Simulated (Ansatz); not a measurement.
Cubic perovskite CsPbI3 (cubic high-temperature phase), treated with HSE06 in Ansatz (PAW).

Settings: plane-wave cutoff 460 eV, 4×4×4 k mesh, Fermi–Dirac smearing 0.01 eV, scalar-relativistic PAW data made under PBE.

Cell (relaxed at this level):

```
CsPbI3
1.0
    6.36391     0.00000     0.00000
    0.00000     6.36391     0.00000
    0.00000     0.00000     6.36391
Cs Pb I
1 1 3
Direct
  0.00000   0.00000   0.00000
  0.50000   0.50000   0.50000
  0.50000   0.00000   0.50000
  0.00000   0.50000   0.50000
  0.50000   0.50000   0.00000
```

Task: Estimate the bulk modulus B0, band gap, direct gap at Γ and pressure derivative B′ of the bulk modulus that the calculation returns.

Result: 
- bulk modulus B0 = 15.8 GPa
- band gap = 1.94 eV (on the SCF k mesh)
- direct gap at Γ = 5.21 eV
- pressure derivative B′ of the bulk modulus = 4.7

Note: the relaxation could not lower the start's symmetry, so the cell can be a saddle point above a distorted one.

Spin–orbit coupling is not included; with these elements it can move the gap by several tenths of an eV or more.

Computed values are for the static lattice.

It cost about 27 core-minutes (a rough figure) of CPU time.

Ansatz is an electronic-structure program.
